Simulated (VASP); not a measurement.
A run of VASP 6.6.1 is set up as follows.

File INCAR:

```
PREC = Accurate
ENCUT = 520
EDIFF = 1E-7
ISMEAR = 0
SIGMA = 0.02
LREAL = F
LASPH = T
NELM = 100
ALGO = Normal
ISIF = 2
LWAVE = F
LCHARG = F
GGA = PE
NBANDS = 15
```

The input KPOINTS:

```
regular mesh
0
Gamma
  6 6 6
```

The input POSCAR:

```
KI
1.0
    4.4005000000      0.0000000000      0.0000000000
    0.0000000000      4.4005000000      0.0000000000
    0.0000000000      0.0000000000      4.4005000000
K I
1 1
Direct
    0.0000000000      0.0000000000      0.0000000000
    0.5000000000      0.5000000000      0.5000000000
```

Potentials or basis: VASP PAW PBE potentials, release 64 (K_sv, I).

The run is started by

```console
$ cat potpaw_PBE.64/K_sv/POTCAR potpaw_PBE.64/I/POTCAR > POTCAR
$ mpirun -np 1 vasp_std > vasp.out
```

(1) What does it give for the pressure?

(2) What does it give for the band gap on the k mesh?

Results:

(1) -0.4 GPa.

(2) 3.15 eV, indirect (least direct gap 3.47 eV).

Caveat: spin-orbit coupling is left out, which moves the levels of the heavy elements.
